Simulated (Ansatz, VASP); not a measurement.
Nb in VASP and in Ansatz

```
Nb
1.0
     0.00000    2.11500    2.11500
     2.30006    0.00000    2.11500
     2.30006    2.11500    0.00000
Nb
1
Cartesian
  0.0000 0.0000 0.0000
```

Change from the starting cell: strain +0.0875 x Voigt [1, 0, 0, 0, 0, 0], atoms carried along.

Alike in both runs: task single point; functional PBE; k mesh 20 × 20 × 20; occupations gaussian, width 0.15 eV; no spin polarisation.

|  | VASP | Ansatz |
| --- | --- | --- |
| version | VASP 6.6.1 | Ansatz 0.2.0 |
| potentials or method | VASP PAW PBE potentials, release 64 (Nb_sv) | scalar-relativistic, plane waves, PAW |
| plane-wave cutoff (eV) | 520 | 420 |
| valence electrons in the cell | 13 | 13 |

Ansatz gave:

| Property | Result |
| --- | --- |
| gap on the k mesh at the Fermi level (eV) | none |
| pressure (GPa) | -13.5 |
| largest component of the traceless stress (GPa) | 7.22 |

Question: Which values does VASP return?

Answer: gap on the k mesh at the Fermi level (eV): none; pressure (GPa): -13.8; largest component of the traceless stress (GPa): 7.17.

A gap of «none» marks a metal or a gap that the smearing closes.
